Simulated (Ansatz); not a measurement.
## Al2Ru (I4/mmm)

Theory: DFT PBEsol, scalar-relativistic, plane waves, PAW in Ansatz.

Plane waves to 420 eV, a k mesh through Γ of 18×18×18 on the computed 3-atom cell and Gaussian smearing (0.10 eV); no spin polarisation.

The structure is relaxed at this level of theory with its symmetry kept. Whether it is the stable form of this composition wasn't checked.

```xyz
3
Lattice="-1.5607 1.5607 4.2116 1.5607 -1.5607 4.2116 1.5607 1.5607 -4.2116" Properties=species:S:1:pos:R:3 pbc="T T T"
Al    0.0000    0.0000    5.5515
Al    0.0000    0.0000    2.8716
Ru    0.0000    0.0000    0.0000
```

| Property | Result |
| --- | --- |
| Space group | I4/mmm (No. 139) |
| Volume per atom | 13.68 Å³ |
| Formation energy from the elements' standard states (uncorrected) | -0.656 eV/atom |
| Kohn–Sham band gap | none (metal) |
| Density of states at the Fermi level | 0.11 states/eV per cell (so small that it hangs on the mesh: a semimetal, or crossings between mesh points) |
| Löwdin character within 0.5 eV of the Fermi level | Ru 4d 63 %, Al 3p 29 % |
| Bulk modulus | 178 GPa |
| Its pressure derivative | 4.4 |
| Bader charges (e) | Al (2 in the cell) 1.47, Ru (1 in the cell) -2.94 |